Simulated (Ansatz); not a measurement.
# MnCu2: the cost of one run

Computed with Ansatz 0.2.0 (DFT PBE, scalar-relativistic, plane waves, PAW, unless a step's input says otherwise).

## Step 1: Starting point

Symmetry: P-3m1, No. 164, trigonal system. Conventional cell: a = 4.170 Å, b = 4.170 Å, c = 2.554 Å, α = 90.00°, β = 90.00°, γ = 120.00°. Mn (site symmetry -3m) is surrounded by 6 Cu at 2.55 Å and 2 Mn at 2.55 Å. Around Cu (site symmetry 3m) lie 3 Mn at 2.55 Å and 5 Cu at 2.55 Å.

Coordinates:

```
Mn Cu
1.0
     4.17041    0.00000    0.00000
    -2.08520    3.61168    0.00000
     0.00000    0.00000    2.55384
Mn Cu
1 2
Direct
  0.00000 0.00000 0.00000
  0.66667 0.33333 0.66667
  0.33333 0.66667 0.33333
```

The start is an ordering of an alloy on its end members' structure types: elements ordered on the sites of the Hf type, Cu/Mn on Hf (P-3m1, No. 164).

## Step 2: The guess as it stands, on a coarse mesh

File input.yaml:

```yaml
crystal:
  lattice:
    - [4.17040824, 0.0, 0.0]
    - [-2.08520412, 3.61167948, 0.0]
    - [0.0, 0.0, 2.55384305]
  atoms:
    - { symbol: Mn, position: [0.0, 0.0, 0.0], spin: 4.0 }
    - { symbol: Cu, position: [0.66666667, 0.33333333, 0.66666667] }
    - { symbol: Cu, position: [0.33333333, 0.66666667, 0.33333333] }
basis:
  ecutwfc: 420
kpoints:
  mp_grid: { grid: [6, 6, 6] }
hamiltonian:
  xc: pbe
scf:
  occupations: { method: gaussian, width: 0.1 }
  lower_state_search: "off"
output:
  forces: true
  stress: true
  eigenvalues: true
  populations: true
magnetization:
  spin_polarized: true
```

On the command line:

```
ansatz run input.yaml --threads 1 --pin off --max-ram 2560MiB --backend cpu --events-out ev --progress --plain --runs-dir out
```

**Question.** How long does this run take on 1 thread of Arm Neoverse V1, shared host, and how much memory does it need?

About 13 s, with a peak of 0.36 GiB.
